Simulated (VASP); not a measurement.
# C (P6_3/mmc) in VASP: settings compared

Aim: see how the results for C move with the level of theory and the settings. Levels: PBE+D3(BJ), PBE+D4. Tasks: single point.

Everything below comes from runs of VASP 6.6.1. Logs are shortened: lines on timing, memory, paths and dates and some standing lists are left out, and cuts for length are marked.

## 1. The crystal as given

Symmetry: P6_3/mmc, No. 194, hexagonal system. The conventional cell has a = 2.461 Å, b = 2.461 Å, c = 6.440 Å, α = 90.00°, β = 90.00°, γ = 120.00°. C (site symmetry -6m2) is surrounded by 3 C at 1.42 Å. C (site symmetry -6m2) has 3 C at 1.42 Å as nearest neighbours.

The cell was built by a generator and needn't be a form met in nature.

## 2. Single point, PBE+D3(BJ)

The input, INCAR:

```
  PREC = Accurate
  ENCUT = 520
  EDIFF = 1E-6
  ISMEAR = -1
  SIGMA = 0.05
  LREAL = False
  LASPH = True
  NELM = 100
  ALGO = Fast
  ISIF = 2
  LWAVE = False
  LCHARG = False
  GGA = PE
  IVDW = 12
  NBANDS = 16
```

The input, KPOINTS:

```
regular mesh
0
Gamma
  16 16 4
```

The input, POSCAR:

```
C
1.0
    2.4610000000      0.0000000000      0.0000000000
   -1.2305000000      2.1312885187      0.0000000000
    0.0000000000      0.0000000000      6.4396800000
C
4
Direct
    0.0000000000      0.0000000000      0.2500000000
    0.3333333333      0.6666666667      0.2500000000
    0.0000000000      0.0000000000      0.7500000000
    0.6666666667      0.3333333333      0.7500000000
```

Potentials or basis: VASP PAW PBE potentials, release 64 (C).

Launch:

```bash
> cat potpaw_PBE.64/C/POTCAR > POTCAR
> mpirun -np 1 vasp_std > vasp.out
```

OUTCAR:

```text
PREC = Accurate
   ENCUT = 520
   EDIFF = 1E-6
   ISMEAR = -1
   LREAL = False
   LASPH = True
   NELM = 100
   ISIF = 2
   GGA = PE
   IVDW = 12
 IVDW          = 12

 ion  position               nearest neighbor table
   1  0.000  0.000  0.250-   2 1.42   2 1.42   2 1.42
   2  0.333  0.667  0.250-   1 1.42   1 1.42   1 1.42
   3  0.000  0.000  0.750-   4 1.42   4 1.42   4 1.42
   4  0.667  0.333  0.750-   3 1.42   3 1.42   3 1.42

  LATTYP: Found a hexagonal cell.
 ALAT       =     2.4610000000
 C/A-ratio  =     2.6166924015

  Lattice vectors:

 A1 = (   2.4610000000,   0.0000000000,   0.0000000000)
 A2 = (  -1.2305000000,   2.1312885187,   0.0000000000)
 A3 = (   0.0000000000,   0.0000000000,   6.4396800000)

Analysis of symmetry for initial positions (statically):
=====================================================================
 Subroutine PRICEL returns:
 Original cell was already a primitive cell.

 Routine SETGRP: Setting up the symmetry group for a
 hexagonal supercell.

 Subroutine GETGRP returns: Found 24 space group operations
 (whereof 12 operations were pure point group operations)
 out of a pool of 24 trial point group operations.

The static configuration has the point symmetry D_3d.
 The point group associated with its full space group is D_6h.

Analysis of symmetry for dynamics (positions and initial velocities):
=====================================================================
 Subroutine PRICEL returns:
 Original cell was already a primitive cell.

 Routine SETGRP: Setting up the symmetry group for a
 hexagonal supercell.

 Subroutine GETGRP returns: Found 24 space group operations
 (whereof 12 operations were pure point group operations)
 out of a pool of 24 trial point group operations.

The dynamic configuration has the point symmetry D_3d.
 The point group associated with its full space group is D_6h.

 Subroutine INISYM returns: Found 24 space group operations
 (whereof 12 operations are pure point group operations),
 and found     1 'primitive' translations

----------------------------------------------------------------------------------------

                                     Primitive cell

  volume of cell :      33.7768

  direct lattice vectors                    reciprocal lattice vectors
     2.461000000  0.000000000  0.000000000     0.406338887  0.234599866  0.000000000
    -1.230500000  2.131288519  0.000000000     0.000000000  0.469199731  0.000000000
     0.000000000  0.000000000  6.439680000     0.000000000  0.000000000  0.155287219

  length of vectors
     2.461000000  2.461000000  6.439680000     0.469199731  0.469199731  0.155287219

  position of ions in fractional coordinates (direct lattice)
     0.000000000  0.000000000  0.250000000
     0.333333333  0.666666667  0.250000000
     0.000000000  0.000000000  0.750000000
     0.666666667  0.333333333  0.750000000

  ion indices of the primitive-cell ions
   primitive index   ion index
                 1           1
                 2           2
                 3           3
                 4           4

----------------------------------------------------------------------------------------

 KPOINTS: regular mesh

Automatic generation of k-mesh.
 Grid dimensions read from file:
 generate k-points for:   16   16    4

 Generating k-lattice:

  Cartesian coordinates                     Fractional coordinates (reciprocal lattice)
     0.025396180  0.014662492  0.000000000     0.062500000  0.000000000  0.000000000
     0.000000000  0.029324983  0.000000000     0.000000000  0.062500000  0.000000000
     0.000000000  0.000000000  0.038821805     0.000000000  0.000000000  0.250000000

  Length of vectors
     0.029324983  0.029324983  0.038821805

  Shift w.r.t. Gamma in fractional coordinates (k-lattice)
     0.000000000  0.000000000  0.000000000

 Subroutine IBZKPT returns following result:
 ===========================================

 Found     90 irreducible k-points:

 Following reciprocal coordinates:
            Coordinates               Weight
  0.000000  0.000000  0.000000      1.000000
  0.062500 -0.000000  0.000000      6.000000
  0.125000 -0.000000  0.000000      6.000000
  0.187500 -0.000000  0.000000      6.000000
  0.250000 -0.000000  0.000000      6.000000
  0.312500 -0.000000  0.000000      6.000000
[... 16 lines left out ...]
  0.187500  0.187500  0.000000      6.000000
  0.250000  0.187500  0.000000     12.000000
 [... further k-points ...]
   k-points           NKPTS =     90   k-points in BZ     NKDIM =     90   number of bands    NBANDS=     16
   number of dos      NEDOS =    301   number of ions     NIONS =      4
   total plane-waves  NPLWV =  15552
   dimension x,y,z NGX =    18 NGY =   18 NGZ =   48
   dimension x,y,z NGXF=    36 NGYF=   36 NGZF=   96
   ions per type =               4
   NGX,Y,Z   is equivalent  to a cutoff of  12.16, 12.16, 12.39 a.u.
   NGXF,Y,Z  is equivalent  to a cutoff of  24.32, 24.32, 24.78 a.u.
 SYSTEM =  unknown system
   PREC   = accura    normal or accurate (medium, high low for compatibility)
   ISTART =      0    job   : 0-new  1-cont  2-samecut
   ICHARG =      2    charge: 1-file 2-atom 10-const
   ISPIN  =      1    spin polarized calculation?
   LNONCOLLINEAR =      F non collinear calculations
   LSORBIT =      F    spin-orbit coupling
   LASPH  =      T    aspherical Exc in radial PAW
   ENCUT  =  520.0 eV  38.22 Ry    6.18 a.u.   4.58  4.58 11.97*2*pi/ulx,y,z
   NELM   =    100;   NELMIN=  2; NELMDL= -5     # of ELM steps
   EDIFF  = 0.1E-05   stopping-criterion for ELM
   LREAL  =      F    real-space projection
   EDIFFG = 0.1E-04   stopping-criterion for IOM
   NSW    =      0    number of steps for IOM
   IBRION =     -1    ionic relax: 0-MD 1-quasi-New 2-CG
   NFREE  =      0    steps in history (QN), initial steepest desc. (CG)
   ISIF   =      2    stress and relaxation
   ISYM   =      2    0-nonsym 1-usesym 2-fastsym
   POTIM  = 0.5000    time-step for ionic-motion
   TEBEG  =    0.0;   TEEND  =   0.0 temperature during run
   PSTRESS=    0.0 pullay stress
   NELECT =      16.0000    total number of electrons
   NUPDOWN=      -1.0000    fix difference up-down
   EMIN   =  10.00;   EMAX   =-10.00  energy-range for DOS
   EFERMI =   0.00;   METHOD = LEGACY
   ISMEAR =    -1;   SIGMA  =   0.05  broadening in eV -4-tet -1-fermi 0-gaus
   EFERMI_NEDOS =   21; number of points for ismear=-14 and -15
   IALGO  =     68    algorithm
   IMIX   =      4    mixing-type and parameters
     AMIX     =   0.40;   BMIX     =  1.00
     AMIX_MAG =   1.60;   BMIX_MAG =  1.00
  volume/ion in A,a.u.               =       8.44        56.98
  Fermi-wavevector in a.u.,A,eV,Ry     =   1.276171  2.411613 22.158608  1.628612
  Thomas-Fermi vector in A             =   2.408842
   LORBIT       =      0    0 simple, 1 ext, 2 COOP (PROOUT), +10 PAW based schemes
   GGA     = PE    functional components
   LHFCALC =     F    Hartree Fock is set to
   AEXX    =    0.0000 exact exchange contribution
   IVDW    =    12    specifies the selected vdW correction
   LEPSILON=     F    determine dielectric tensor
   LRPA    =     F    only Hartree local field effects (RPA)
 non-spin polarized calculation
 RMM-DIIS sequential band-by-band and
  energy-cutoff  :      520.00
  volume of cell :       33.78
 maximum number of plane-waves:       926
   NGX =  9   NGY =  9   NGZ = 23

 number of electron      15.9999994 magnetization

 Free energy of the ion-electron system (eV)
  ---------------------------------------------------
  ext. energy  EPLUGINS =         0.00000000
  ---------------------------------------------------
  free energy    TOTEN  =       -36.80298711 eV

  energy without entropy =      -36.80286994  energy(sigma->0) =      -36.80292852

 E-fermi :   5.1260     XC(G=0): -10.6175

 val. band max:        4.9135627682   @ k =   0.3125   0.3125   0.0000
 cond. band min:       5.3406619233   @ k =   0.3125   0.3125   0.0000
 fundamental gap:      0.4270991550
 Fermi energy:         5.1260435425

 k-point     1 :       0.0000    0.0000    0.0000
  band No.  band energies     occupation
      1     -14.6624      2.00000
      2     -14.2538      2.00000
      3      -3.6543      2.00000
      4      -1.2470      2.00000
      5       2.0664      2.00000
      6       2.0664      2.00000
[... 8 lines left out ...]
     15      16.7513      0.00000
     16      17.5918      0.00000

 k-point     2 :       0.0625   -0.0000    0.0000
  band No.  band energies     occupation
      1     -14.5688      2.00000
      2     -14.1623      2.00000
      3      -3.5403      2.00000
      4      -1.1416      2.00000
      5       1.6841      2.00000
      6       1.7251      2.00000
[... 8 lines left out ...]
     15      16.4384      0.00000
     16      17.7548      0.00000

 k-point     3 :       0.1250   -0.0000    0.0000
  band No.  band energies     occupation
      1     -14.2880      2.00000
      2     -13.8880      2.00000
      3      -3.1995      2.00000
      4      -0.8275      2.00000
      5       0.6585      2.00000
      6       0.7285      2.00000
[... 8 lines left out ...]
     15      15.5662      0.00000
     16      18.2766      0.00000

 k-point     4 :       0.1875   -0.0000    0.0000
  band No.  band energies     occupation
      1     -13.8220      2.00000
      2     -13.4328      2.00000
      3      -2.6360      2.00000
      4      -0.7701      2.00000
      5      -0.6653      2.00000
      6      -0.3116      2.00000
[... 8 lines left out ...]
     15      16.6421      0.00000
     16      17.3701      0.00000

 k-point     5 :       0.2500   -0.0000    0.0000
  band No.  band energies     occupation
      1     -13.1739      2.00000
      2     -12.7999      2.00000
      3      -2.3942      2.00000
      4      -2.2530      2.00000
      5      -1.8586      2.00000
      6       0.0227      2.00000
[... 8 lines left out ...]
     15      18.5467      0.00000
     16      18.6108      0.00000

 k-point     6 :       0.3125   -0.0000    0.0000
  band No.  band energies     occupation
      1     -12.3493      2.00000
      2     -11.9947      2.00000
      3      -4.0740      2.00000
      4      -3.8973      2.00000
      5      -0.8839      2.00000
      6      -0.5539      2.00000
[... 8 lines left out ...]
     15      20.6804      0.00000
     16      20.7422      0.00000
[... 267 lines left out ...]
 k-point    21 :       0.3750    0.1250    0.0000
  band No.  band energies     occupation
      1      -9.9730      2.00000
      2      -9.6823      2.00000
      3      -7.0358      2.00000
      4      -6.8137      2.00000
      5      -2.3912      2.00000
      6      -2.2752      2.00000
[... 8 lines left out ...]
     15      18.4618      0.00000
     16      19.1384      0.00000

 k-point    22 :       0.4375    0.1250    0.0000
  band No.  band energies     occupation
      1      -9.0378      2.00000
      2      -8.8867      2.00000
      3      -7.9706      2.00000
      4      -7.8622      2.00000
      5      -2.4889      2.00000
      6      -2.3711      2.00000
[... 8 lines left out ...]
     15      18.6311      0.00000
     16      18.7771      0.00000

 k-point    23 :       0.1875    0.1875    0.0000
  band No.  band energies     occupation
      1     -12.1688      2.00000
      2     -11.8183      2.00000
      3      -3.4501      2.00000
      4      -3.3643      2.00000
      5      -2.0062      2.00000
      6      -1.9429      2.00000
[... 8 lines left out ...]
     15      17.1946      0.00000
     16      17.9015      0.00000

 k-point    24 :       0.2500    0.1875    0.0000
  band No.  band energies     occupation
      1     -11.2712      2.00000
      2     -10.9422      2.00000
      3      -4.7028      2.00000
      4      -4.5649      2.00000
      5      -2.8375      2.00000
      6      -2.7369      2.00000
[... 8 lines left out ...]
     15      17.8250      0.00000
     16      18.5013      0.00000

 [... further k-points ...]

------------------------ aborting loop because EDIFF is reached ----------------------------------------

 Edisp (eV)   -0.65666

 E8    (eV) :    -0.1871

  FORCE on cell =-STRESS in cart. coord.  units (eV):
  Direction    XX          YY          ZZ          XY          YZ          ZX
  --------------------------------------------------------------------------------------
  -------------------------------------------------------------------------------------
  Total       0.58941     0.58941     0.42417    -0.00000     0.00000     0.00000
  in kB      27.95827    27.95827    20.12044    -0.00000     0.00000     0.00000
  external pressure =       25.35 kB  Pullay stress =        0.00 kB

 VOLUME and BASIS-vectors are now :
 -----------------------------------------------------------------------------
  energy-cutoff  :      520.00
  volume of cell :       33.78
      direct lattice vectors                 reciprocal lattice vectors
     2.461000000  0.000000000  0.000000000     0.406338887  0.234599866  0.000000000
    -1.230500000  2.131288519  0.000000000     0.000000000  0.469199731  0.000000000
     0.000000000  0.000000000  6.439680000     0.000000000  0.000000000  0.155287219

 POSITION                                       TOTAL-FORCE (eV/Angst)
 -----------------------------------------------------------------------------------
      0.00000      0.00000      1.60992        -0.000000      0.000000      0.000000
     -0.00000      1.42086      1.60992         0.000000     -0.000000     -0.000000
      0.00000      0.00000      4.82976         0.000000      0.000000      0.000000
      1.23050      0.71043      4.82976         0.000000      0.000000      0.000000
 -----------------------------------------------------------------------------------
    total drift:                                0.000000     -0.000000      0.000000

  FREE ENERGIE OF THE ION-ELECTRON SYSTEM (eV)
  ---------------------------------------------------
  free  energy   TOTEN  =       -37.4596512516 eV

  energy  without entropy=      -37.4595340888  energy(sigma->0) =      -37.45959267
```

It took 38 s on 1 thread of Intel Xeon Platinum 8259CL at 2.50GHz (Skylake/Cascade Lake), shared host; peak memory 0.17 GiB.

What came out:

* Free energy: -37.4597 eV
* Pressure: 2.5 GPa
* Band gap on the k mesh: 0.43 eV, direct
* Dispersion energy per atom: -0.164 eV

Stress tensor (GPa, compression positive):
```
2.80 0.00 0.00
0.00 2.80 0.00
0.00 0.00 2.01
```

Levels at points of the mesh, in eV from the valence-band top:
```csv
k point,band 6,band 7,band 8,band 9,band 10,band 11
"(0.00, 0.00, 0.00)",-2.85,-2.82,-2.82,4.81,8.51,8.51
"(0.50, 0.00, 0.00)",-6.19,-2.73,-1.89,1.71,2.48,7.36
"(0.00, 0.00, 0.50)",-2.83,-2.83,-2.83,7.79,7.79,8.55
"(0.50, 0.00, 0.50)",-6.23,-2.21,-2.21,1.81,1.81,7.61
```

A k mesh can miss the band edges. PBE gaps usually lie below the measured ones, often by a third to a half.

## 3. Single point, PBE+D4

INCAR: that of step 2 with these lines changed.

```diff
@@ -13,3 +13,3 @@
   GGA = PE
-  IVDW = 12
+  IVDW = 13
   NBANDS = 16
```

KPOINTS is that of step 2.

POSCAR is that of step 2.

Potentials or basis: VASP PAW PBE potentials, release 64 (C).

Launch:

```bash
> cat potpaw_PBE.64/C/POTCAR > POTCAR
> mpirun -np 1 vasp_std > vasp.out
```

Wall time 39 s (1 thread of Intel Xeon Platinum 8259CL at 2.50GHz (Skylake/Cascade Lake), shared host); peak memory 0.15 GiB.

The run converged. Its results:

```
Free energy                : -37.5410 eV
Pressure                   : 0.4 GPa
Band gap on the k mesh     : 0.43 eV, direct
Dispersion energy per atom : -0.184 eV
```

Stress tensor (GPa, compression positive):
```
-0.16  0.00  0.00
 0.00 -0.16  0.00
 0.00  0.00  1.58
```

Levels at points of the mesh, in eV from the valence-band top:
| k point | band 6 | band 7 | band 8 | band 9 | band 10 | band 11 |
| --- | --- | --- | --- | --- | --- | --- |
| (0.00, 0.00, 0.00) | -2.85 | -2.82 | -2.82 | 4.81 | 8.51 | 8.51 |
| (0.50, 0.00, 0.00) | -6.19 | -2.73 | -1.89 | 1.71 | 2.48 | 7.36 |
| (0.00, 0.00, 0.50) | -2.83 | -2.83 | -2.83 | 7.79 | 7.79 | 8.55 |
| (0.50, 0.00, 0.50) | -6.23 | -2.21 | -2.21 | 1.81 | 1.81 | 7.61 |
